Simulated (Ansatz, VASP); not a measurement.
**CaS (Oldhamite) in VASP and in Ansatz**

```
CELL_PARAMETERS angstrom
0.00000 2.78496 2.78496
2.78496 0.00000 2.78496
2.78496 2.78496 0.00000
ATOMIC_POSITIONS crystal
Ca 0.00000 0.00000 0.00000
S 0.50000 0.50000 0.50000
```

Change from the starting cell: volume scaled by 0.94.

Alike in both runs: task single point; functional PBEsol; k mesh 8 × 8 × 8; occupations fermi-dirac, width 0.05 eV; no spin polarisation.

```csv
,VASP,Ansatz
version,VASP 6.6.1,Ansatz 0.2.0
potentials or method,"VASP PAW PBE potentials, release 64 (Ca_sv, S)",Ansatz PAW
plane-wave cutoff (eV),520,420
valence electrons in the cell,16,16
```

|  | VASP | Ansatz | Ansatz less VASP |
| --- | --- | --- | --- |
| gap on the k mesh at the Fermi level (eV) | 2.06 | 2.07 | +0.007 |
| least direct gap on the mesh (eV) | 2.93 | 2.93 | +0.006 |
| pressure (GPa) | 2.5 | 2.2 | -0.23 |

Caveats: the PAW data sets were made with another functional, which shifts forces and pressure a little (VASP); the PAW data sets come from PBE, with cores solved anew for the run's functional, which leaves a small shift of forces and pressure (Ansatz). A k mesh can miss the band edges.
